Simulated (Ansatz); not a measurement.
# AlN: the cost of one run

Computed with Ansatz 0.2.0 (DFT LDA, scalar-relativistic, plane waves, PAW, unless a step's input says otherwise).

### Step 1. The system as given

Symmetry: P6_3mc, No. 186, hexagonal system. Conventional cell: a = 3.089 Å, b = 3.089 Å, c = 4.944 Å, α = 90.00°, β = 90.00°, γ = 120.00°. Al (site symmetry 3m) has 4 N at 1.88 to 1.89 Å as nearest neighbours. N (site symmetry 3m) is surrounded by 4 Al at 1.88 to 1.89 Å.

Coordinates:

```xyz
4
Lattice="3.0886 0.0000 0.0000 -1.5443 2.6748 0.0000 0.0000 0.0000 4.9436" Properties=species:S:1:pos:R:3 pbc="T T T"
Al    0.0000    1.7832    0.0075
Al    1.5443    0.8916    2.4793
N     0.0000    1.7832    1.8958
N     1.5443    0.8916    4.3676
```

It is the result of an earlier relaxation at this level (volume 10.21 Å³/atom; gap on the mesh: 4.42 eV).

### Step 2. What is varied

The energy is mapped over two normal modes frozen in (zone-centre modes of the cell shown).

- amplitude of mode 4 (239 cm⁻¹), largest displacement: 7 values from −0.086 to 0.086 Å
- amplitude of mode 5 (239 cm⁻¹), largest displacement: 7 values from −0.086 to 0.086 Å

Nothing else is relaxed (the cell and all other modes fixed). Energies count from the relaxed high-symmetry cell. Points are written as (first, second).

The modes come from a phonon run on the reference cell, made beforehand.

Displacement patterns for an amplitude of 1 (Å):

| atom | x1 | y1 | z1 | x2 | y2 | z2 |
| --- | --- | --- | --- | --- | --- | --- |
| Al1 | 1.000 | 0.000 | 0.000 | 0.000 | 1.000 | 0.000 |
| Al2 | -1.000 | 0.000 | 0.000 | 0.000 | -1.000 | 0.000 |
| N3 | -0.892 | 0.000 | 0.000 | 0.000 | -0.892 | 0.000 |
| N4 | 0.892 | 0.000 | 0.000 | 0.000 | 0.892 | 0.000 |

### Step 3. Point (−0.057 Å, −0.086 Å)

File input.yaml:

```yaml
crystal:
  lattice:
    - [3.0886152929, 0.0, 0.0]
    - [-1.5443076465, 2.6748193062, 0.0]
    - [0.0, 0.0, 4.9435842906]
  atoms:
    - { symbol: Al, position: [0.2987054781, 0.6345149621, 0.0015210182] }
    - { symbol: Al, position: [0.7012945219, 0.3654850379, 0.5015210182] }
    - { symbol: "N", position: [0.3642377222, 0.6953611606, 0.3834789818] }
    - { symbol: "N", position: [0.6357622778, 0.3046388394, 0.8834789818] }
basis:
  ecutwfc: 520.0
kpoints:
  mp_grid: { grid: [9, 9, 6] }
hamiltonian:
  xc: lda
  pseudopotentials: { kind: paw, azcp: { folder: soft_1 } }
scf:
  occupations: { method: gaussian, width: 0.05 }
output:
  forces: true
  stress: true
  eigenvalues: true
```

On the command line:

```console
> ansatz run input.yaml --threads 1 --pin off --max-ram 2048MiB --backend cpu --events-out ev --progress --plain --runs-dir out
```

What time and memory should one allow on 1 thread of Arm Neoverse N1, shared host?

About 16 s, with a peak of 0.38 GiB.
